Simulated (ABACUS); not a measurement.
# BAs (F-43m) in ABACUS: a series of runs

One crystal, BAs, is run at these levels: PBE; tasks: equation of state.

Program: ABACUS 3.10.1. These are calculated values, not measurements. Logs are shortened: lines on timing, memory, paths and dates and some standing lists are left out, and cuts for length are marked.

**Measured values to compare with.**

“Basic Physical Properties of Cubic Boron Arsenide”, 2019, arxiv:1911.11281 quotes, for a bulk crystal of BAs: bulk modulus 148 GPa.

How close the calculation comes is told below.

## 1. Starting point

Symmetry: F-43m, No. 216, cubic system. The conventional cell has a = 4.777 Å, b = 4.777 Å, c = 4.777 Å, α = 90.00°, β = 90.00°, γ = 90.00°. As (site symmetry -43m) is surrounded by 4 B at 2.07 Å. B (site symmetry -43m) is surrounded by 4 As at 2.07 Å.

## 2. Equation of state, PBE, 12.81 Å³/atom (volume scaled by 0.94)

Contents of run_abacus.py:

```python
"""ABACUS run from a structure file: ASE reads it, the script writes STRU, KPT and INPUT."""
import re
import subprocess
from ase.io import read
from ase.units import Bohr

atoms = read("BAs.xyz")
atoms = atoms[(-atoms.numbers).argsort(kind="stable")]  # ABACUS lists atoms element by element
pseudo = {'As': 'As.upf', 'B': 'B.upf'}
orbital = {'As': 'As_confined-atom_7au_2s2p2d.orb', 'B': 'B_confined-atom_7au_2s2p1d.orb'}
magmoms = None
kmesh = [7, 7, 7]
params = {
    'suffix': 'BAs',
    'calculation': 'scf',
    'basis_type': 'lcao',
    'pseudo_dir': './',
    'orbital_dir': './',
    'symmetry': 1,
    'dft_functional': 'pbe',
    'ecutwfc': 100,
    'pseudo_rcut': 7,
    'nspin': 1,
    'nbands': 13,
    'ks_solver': 'genelpa',
    'smearing_method': 'fd',
    'smearing_sigma': 0.00367493,
    'scf_thr': 1e-07,
    'scf_nmax': 100,
    'mixing_type': 'broyden',
    'mixing_beta': 0.7,
    'cal_force': 1,
    'cal_stress': 1,
    'out_mul': 1,
}

symbols = atoms.get_chemical_symbols()
elements = list(dict.fromkeys(symbols))
lines = ["ATOMIC_SPECIES"] + [f"{e} {atoms.get_masses()[symbols.index(e)]:.4f} {pseudo[e]}" for e in elements]
if orbital:
    lines += ["", "NUMERICAL_ORBITAL"] + [orbital[e] for e in elements]
lines += ["", "LATTICE_CONSTANT", f"{1 / Bohr:.10f}", "", "LATTICE_VECTORS"]
lines += [" ".join(f"{x:.10f}" for x in v) for v in atoms.cell]
lines += ["", "ATOMIC_POSITIONS", "Direct"]
for e in elements:
    lines += ["", e, "0.0", str(symbols.count(e))]
    for i, p in enumerate(atoms.get_scaled_positions(wrap=False)):
        if symbols[i] == e:
            mag = "" if magmoms is None else " mag " + " ".join(str(x) for x in (magmoms[i] if isinstance(magmoms[i], list) else [magmoms[i]]))
            lines.append(" ".join(f"{x:.10f}" for x in p) + " 1 1 1" + mag)
open("STRU", "w").write("\n".join(lines) + "\n")
open("KPT", "w").write("K_POINTS\n0\nGamma\n%d %d %d 0 0 0\n" % tuple(kmesh))
open("INPUT", "w").write("INPUT_PARAMETERS\n" + "".join(f"{k:<20s}{v}\n" for k, v in params.items()))

done = subprocess.run(['mpirun', '-np', '4', 'abacus'])
if done.returncode:
    raise SystemExit(done.returncode)
log = open("OUT.BAs/running_scf.log").read()
print("final energy (eV):", re.findall(r"FINAL_ETOT_IS (\S+)", log))
```

Contents of BAs.xyz:

```xyz
2
Lattice="0.0000000000 2.3397414207 2.3397414207 2.3397414207 0.0000000000 2.3397414207 2.3397414207 2.3397414207 0.0000000000" Properties=species:S:1:pos:R:3 pbc="T T T"
As     3.5096121310      3.5096121310      3.5096121310
B      0.0000000000      0.0000000000      0.0000000000
```

Potentials or basis: PseudoDojo NC SR 0.4.1 PBE standard, DZP LCAO (the cutoffs set its grid).

On the command line:

```
$ OMP_NUM_THREADS=1 python run_abacus.py > log
```

running log:

```text
ABACUS v3.10.1

               Atomic-orbital Based Ab-initio Computation at UStc

 ------------------------------------------------------------------------------------

 READING GENERAL INFORMATION
                           global_out_dir = OUT.BAs/
                           global_in_card = INPUT
                               pseudo_dir = ./
                              orbital_dir = ./
                                    DSIZE = 4
                                    GSIZE = 1

 READING UNITCELL INFORMATION
                                    ntype = 2
                  lattice constant (Bohr) = 1.88973
              lattice constant (Angstrom) = 1

 READING ATOM TYPE 1
                               atom label = As
                      L=0, number of zeta = 2
                      L=1, number of zeta = 2
                      L=2, number of zeta = 2
             number of atom for this type = 1

 READING ATOM TYPE 2
                               atom label = B
                      L=0, number of zeta = 2
                      L=1, number of zeta = 2
                      L=2, number of zeta = 1
             number of atom for this type = 1

                        TOTAL ATOM NUMBER = 2
DIRECT COORDINATES
    atom                   x                   y                   z     mag                  vx                  vy                  vz
taud_As1            0.7500000000        0.7500000000        0.7500000000  0.0000        0.0000000000        0.0000000000        0.0000000000
taud_B1            0.0000000000        0.0000000000        0.0000000000  0.0000        0.0000000000        0.0000000000        0.0000000000

                          Volume (Bohr^3) = 172.874
                             Volume (A^3) = 25.6173

 Lattice vectors: (Cartesian coordinate: in unit of a_0)
                   +0            +2.33974            +2.33974
             +2.33974                  +0            +2.33974
             +2.33974            +2.33974                  +0
 Reciprocal vectors: (Cartesian coordinate: in unit of 2 pi/a_0)
            -0.213699           +0.213699           +0.213699
            +0.213699           -0.213699           +0.213699
            +0.213699           +0.213699           -0.213699
 The esolver type has been set to : ksdft_lcao

                PAO radial cut off (Bohr) = 7

 Read in pseudopotential file is As.upf
                     pseudopotential type = NC
          exchange-correlation functional = PBE
                 nonlocal core correction = 1
                        valence electrons = 15
                                     lmax = 2
                           number of zeta = 3
                     number of projectors = 6
                           L of projector = 0
[... 5 lines left out ...]
                PAO radial cut off (Bohr) = 7

 Read in pseudopotential file is B.upf
                     pseudopotential type = NC
          exchange-correlation functional = PBE
                 nonlocal core correction = 1
                        valence electrons = 3
                                     lmax = 1
                           number of zeta = 2
                     number of projectors = 4
                           L of projector = 0
                           L of projector = 0
                           L of projector = 1
                           L of projector = 1
     initial pseudo atomic orbital number = 13

 SETUP THE ELECTRONS NUMBER
            electron number of element As = 15
      total electron number of element As = 15
             electron number of element B = 3
       total electron number of element B = 3
            AUTOSET number of electrons:  = 18
                           occupied bands = 9
                                   NLOCAL = 31
                                   NBANDS = 13
                                   NBANDS = 13
                                   NLOCAL = 31

%%%%%%%%%%%%%%%%%%%%%%%%%%%%%%%%%%%%%%%%%%%%%%%%%%%%%%%%%%%%%%%%%%%%%%%%%%%%%%%%%%%%%%%%%%%%%%%%%%%%%%%%%%
 Warning: the number of valence electrons in pseudopotential > 5 for As: [Ar] 3d10 4s2 4p3
 Pseudopotentials with additional electrons can yield (more) accurate outcomes, but may be less efficient.
 If you're confident that your chosen pseudopotential is appropriate, you can safely ignore this warning.
%%%%%%%%%%%%%%%%%%%%%%%%%%%%%%%%%%%%%%%%%%%%%%%%%%%%%%%%%%%%%%%%%%%%%%%%%%%%%%%%%%%%%%%%%%%%%%%%%%%%%%%%%%

 SETUP THE PLANE WAVE BASIS
 energy cutoff for charge/potential (unit:Ry) = 400
            fft grid for charge/potential = [ 40, 40, 40 ]
                        fft grid division = [ 5, 5, 5 ]
        big fft grid for charge/potential = [ 8, 8, 8 ]
                                     nbxx = 128
[... 79 lines left out ...]
                       right hand lattice = 1
(for k-lattice: )
                             BRAVAIS TYPE = 2
                     BRAVAIS LATTICE NAME = 02. Cubic I (body-centered)
                                    ibrav = 2
                       right hand lattice = 1
                        ROTATION MATRICES = 48
                               nkstot_ibz = 20
K-POINTS REDUCTION ACCORDING TO SYMMETRY
     IBZ    DIRECT_X    DIRECT_Y    DIRECT_Z  WEIGHT  ibz2bz
       1  0.00000000  0.00000000  0.00000000  0.0029       0
       2  0.14285714  0.14285714  0.14285714  0.0233       1
       3  0.28571429  0.28571429  0.28571429  0.0233       2
       4  0.42857143  0.42857143  0.42857143  0.0233       3
       5  0.14285714  0.14285714  0.00000000  0.0175       8
       6  0.28571429  0.14285714  0.28571429  0.0700       9
[... 12 lines left out ...]
      19 -0.42857143  0.42857143  0.14285714  0.0700      74
      20 -0.28571429  0.42857143  0.28571429  0.0700      75

                               nkstot now = 20
[... K-POINTS DIRECT COORDINATES: 20 rows ...]

           k-point number in this process = 20
       minimum distributed K point number = 20
[... stars of the k points ...]

[... K-POINTS CARTESIAN COORDINATES: 20 rows ...]

[... K-POINTS DIRECT COORDINATES: 20 rows ...]

 SETUP PLANE WAVES FOR WAVE FUNCTIONS
     energy cutoff for wavefunc (unit:Ry) = 100
              fft grid for wave functions = [ 40, 40, 40 ]
                    number of plane waves = 3839
                         number of sticks = 313

 PARALLEL PW FOR WAVE FUNCTIONS
     PROC   COLUMNS(POT)             PW
        1             78            959
        2             78            959
        3             79            963
        4             78            958
 --------------- sum -------------------
        4            313           3839

 SET NONLOCAL PSEUDOPOTENTIAL PROJECTORS
 SET NONLOCAL PSEUDOPOTENTIAL PROJECTORS
 max number of nonlocal projetors among all species is 6

 -------------------------------------------
 SELF-CONSISTENT
 -------------------------------------------

 SETUP SEARCHING RADIUS FOR PROGRAM TO SEARCH ADJACENT ATOMS
                  longest orb rcut (Bohr) = 7
   longest nonlocal projector rcut (Bohr) = 1.82
                     search radius (Bohr) = 17.6
              searching radius is (Bohr)) = 17.6
         searching radius unit is (Bohr)) = 1.89
                         PeriodicBoundary = 1
                        Radius(unit:lat0) = 9.34
                                   glayer = [ 5, 5, 5 ]
                             glayer_minus = [ 4, 4, 4 ]

Find the coordinate range of the input atom(unit:lat0).
                                  min_tau = [ -18.7, -18.7, -18.7 ]
                                  max_tau = [ 22.2, 22.2, 22.2 ]
                                BoxNumber = [ 9, 9, 9 ]

 SETUP EXTENDED REAL SPACE GRID FOR GRID INTEGRATION
                          real space grid = [ 40, 40, 40 ]
                 big cell numbers in grid = [ 8, 8, 8 ]
             meshcell numbers in big cell = [ 5, 5, 5 ]
                        extended fft grid = [ 11, 11, 11 ]
                dimension of extened grid = [ 31, 31, 31 ]
                            UnitCellTotal = 125
              Atom number in sub-FFT-grid = 2
    Local orbitals number in sub-FFT-grid = 31
                                ParaV.nnr = 18838
                                 init_chg = atomic

 LCAO ALGORITHM --------------- ION=   1  ELEC=   1--------------------------------

 Density error is 0.0830125054375
----------------------------------------------------------
     Energy           Rydberg                 eV
----------------------------------------------------------
 E_KohnSham     -217.9549316754      -2965.4289779868
 E_Harris       -219.0776383936      -2980.7041865368
 E_Fermi        0.9032977827         12.2899968352
----------------------------------------------------------
[... 69 lines left out ...]
 Density error is 6.99775053491e-08
----------------------------------------------------------
     Energy           Rydberg                 eV
----------------------------------------------------------
 E_KohnSham     -217.9939902952      -2965.9603977716
 E_KS(sigma->0) -217.9939902881      -2965.9603976748
 E_Harris       -217.9939899098      -2965.9603925272
 E_band         -14.1701537530       -192.7948325762
 E_one_elec     -97.8158518192       -1330.8529394643
 E_Hartree      59.3988500881        808.1628158466
 E_xc           -50.0915645091       -681.5306990577
 E_Ewald        -129.4854240409      -1761.7395749026
 E_entropy(-TS) -0.0000000142        -0.0000001936
 E_descf        0.0000000000         0.0000000000
 E_exx          0.0000000000         0.0000000000
 E_Fermi        0.9508584065         12.9370923197
----------------------------------------------------------

 charge density convergence is achieved
 final etot is -2965.9603978 eV
 EFERMI = 12.93709232 eV

 STATE ENERGY(eV) AND OCCUPATIONS    NSPIN == 1
 1/20 kpoint (Cartesian) = 0.0000 0.0000 0.0000 (722 pws)
       1       -23.7140     0.00583090
       2       -23.7140     0.00583090
       3       -23.7140     0.00583090
       4       -23.6799     0.00583090
       5       -23.6799     0.00583090
       6       -3.54947     0.00583090
       7        12.3533     0.00583085
       8        12.3533     0.00583085
       9        12.3533     0.00583085
      10        15.7560    1.91064e-27
      11        15.7560    1.91064e-27
      12        15.7560    1.91064e-27
      13        18.3269    8.92533e-50
[... 61 lines left out ...]
 6/20 kpoint (Cartesian) = 0.030528 0.091585 0.030528 (733 pws)
       1       -23.7144       0.139942
       2       -23.7065       0.139942
       3       -23.7062       0.139942
       4       -23.6818       0.139942
       5       -23.6771       0.139942
       6       -2.33622       0.139942
       7        7.57492       0.139942
       8        10.0285       0.139942
       9        10.2417       0.139942
      10        15.2974    4.40992e-22
      11        18.0426    6.30465e-46
      12        18.9523    7.91715e-54
      13        19.3640    2.10051e-57

[... levels at 14 further k points ...]

 correction force for each atom along direction 1 is 0.0350716
 correction force for each atom along direction 2 is 0.0114898
 correction force for each atom along direction 3 is 0.0146226
------------------------------------------------------------------------------------------
 TOTAL-FORCE (eV/Angstrom)
------------------------------------------------------------------------------------------
                       As1         0.0000000000         0.0000000000         0.0000000000
                        B1         0.0000000000         0.0000000000         0.0000000000
------------------------------------------------------------------------------------------

----------------------------------------------------------------
 TOTAL-STRESS (KBAR)
----------------------------------------------------------------
       161.1681108091         0.0000000000         0.0000000000
         0.0000000000       161.1681108091         0.0000000000
         0.0000000000        -0.0000000000       161.1681108091
----------------------------------------------------------------
 TOTAL-PRESSURE: 161.168111 KBAR

 --------------------------------------------
 !FINAL_ETOT_IS -2965.9603977716242298 eV
 --------------------------------------------
```

It took 2.7 s on 4 MPI ranks of AMD EPYC 9R45 (Zen 5), shared host; peak memory 0.36 GiB.

Results:

* Free energy: -2965.9604 eV
* Pressure: 16.1 GPa
* Band gap on the k mesh: 1.20 eV, indirect (least direct gap 3.40 eV)
* Mulliken charges: As +0.24; B -0.24 e

Caveat: the atomic orbitals were generated for these runs and aren't a published set; Mulliken charges move with the basis; an odd mesh through Γ misses points on the zone boundary, where band edges often lie; the basis of atomic orbitals isn't converged, which shifts pressures, moduli and gaps.

## 3. Equation of state, PBE, 13.35 Å³/atom (volume scaled by 0.98)

run_abacus.py is that of step 2.

Contents of BAs.xyz:

```xyz
2
Lattice="0.0000000000 2.3724693156 2.3724693156 2.3724693156 0.0000000000 2.3724693156 2.3724693156 2.3724693156 0.0000000000" Properties=species:S:1:pos:R:3 pbc="T T T"
As     3.5587039734      3.5587039734      3.5587039734
B      0.0000000000      0.0000000000      0.0000000000
```

Potentials or basis: PseudoDojo NC SR 0.4.1 PBE standard, DZP LCAO (the cutoffs set its grid).

On the command line:

```
$ OMP_NUM_THREADS=1 python run_abacus.py > log
```

Run time: 3.4 s. Hardware: 4 MPI ranks of AMD EPYC 9R45 (Zen 5), shared host; peak memory 0.36 GiB.

Results (log left out):

```yaml
Free_energy: -2966.0440 eV
Pressure: 8.7 GPa
Band_gap_on_the_k_mesh: 1.24 eV, indirect (least direct gap 3.35 eV)
Mulliken_charges: As +0.22; B -0.22 e
```

Caveat: the atomic orbitals were generated for these runs and aren't a published set; Mulliken charges move with the basis; an odd mesh through Γ misses points on the zone boundary, where band edges often lie; the basis of atomic orbitals isn't converged, which shifts pressures, moduli and gaps.

## 4. Equation of state, PBE, 13.90 Å³/atom (volume scaled by 1.02)

run_abacus.py is that of step 3.

Contents of BAs.xyz:

```xyz
2
Lattice="0.0000000000 2.4043183418 2.4043183418 2.4043183418 0.0000000000 2.4043183418 2.4043183418 2.4043183418 0.0000000000" Properties=species:S:1:pos:R:3 pbc="T T T"
As     3.6064775127      3.6064775127      3.6064775127
B      0.0000000000      0.0000000000      0.0000000000
```

On the command line:

```
$ OMP_NUM_THREADS=1 python run_abacus.py > log
```

Run time: 3.3 s. Hardware: 4 MPI ranks of AMD EPYC 9R45 (Zen 5), shared host; peak memory 0.36 GiB.

It converged, with:

```
Free energy            : -2966.0824 eV
Pressure               : 2.7 GPa
Band gap on the k mesh : 1.28 eV, indirect (least direct gap 3.29 eV)
Mulliken charges       : As +0.21; B -0.21 e
```

Caveat: the atomic orbitals were generated for these runs and aren't a published set; Mulliken charges move with the basis; an odd mesh through Γ misses points on the zone boundary, where band edges often lie; the basis of atomic orbitals isn't converged, which shifts pressures, moduli and gaps.

## 5. Equation of state, PBE, 14.44 Å³/atom (volume scaled by 1.06)

run_abacus.py is that of step 4.

Contents of BAs.xyz:

```xyz
2
Lattice="0.0000000000 2.4353452264 2.4353452264 2.4353452264 0.0000000000 2.4353452264 2.4353452264 2.4353452264 0.0000000000" Properties=species:S:1:pos:R:3 pbc="T T T"
As     3.6530178396      3.6530178396      3.6530178396
B      0.0000000000      0.0000000000      0.0000000000
```

On the command line:

```
$ OMP_NUM_THREADS=1 python run_abacus.py > log
```

It took 3.1 s on 4 MPI ranks of AMD EPYC 9R45 (Zen 5), shared host; peak memory 0.36 GiB.

It converged, with:

| Quantity | Value |
| --- | --- |
| Free energy | -2966.0828 eV |
| Pressure | -2.3 GPa |
| Band gap on the k mesh | 1.32 eV, indirect (least direct gap 3.24 eV) |
| Mulliken charges | As +0.20; B -0.20 e |

Caveat: the atomic orbitals were generated for these runs and aren't a published set; Mulliken charges move with the basis; an odd mesh through Γ misses points on the zone boundary, where band edges often lie; the basis of atomic orbitals isn't converged, which shifts pressures, moduli and gaps.

## 6. Equation of state, PBE

Potentials or basis: PseudoDojo NC SR 0.4.1 PBE standard, DZP LCAO (the cutoffs set its grid).

No new run: the results of the series are fitted here.

What came out:

```yaml
Equilibrium_volume: 14.17 Å³/atom
Bulk_modulus: 132 GPa
Pressure_derivative_of_the_bulk_modulus: "3.6 (rough: it moves with the points fitted)"
```

Energy against volume, from the lowest point:
```csv
volume (Å³/atom),energy (meV/atom)
12.809,61.20
13.354,19.39
13.899,0.23
14.444,0.00
```

Caveat: the atomic orbitals were generated for these runs and aren't a published set; the basis of atomic orbitals isn't converged, which shifts pressures, moduli and gaps. PBE usually gives volumes a little too large and moduli too small.

## 7. Against experiment

Step 6. Against the measured bulk modulus of BAs, 148 GPa (quoted in “Basic Physical Properties of Cubic Boron Arsenide”, 2019, arxiv:1911.11281), the calculated 132 GPa is off by -10.8 %. The fit is for a static lattice scaled at fixed shape and fixed fractional positions.
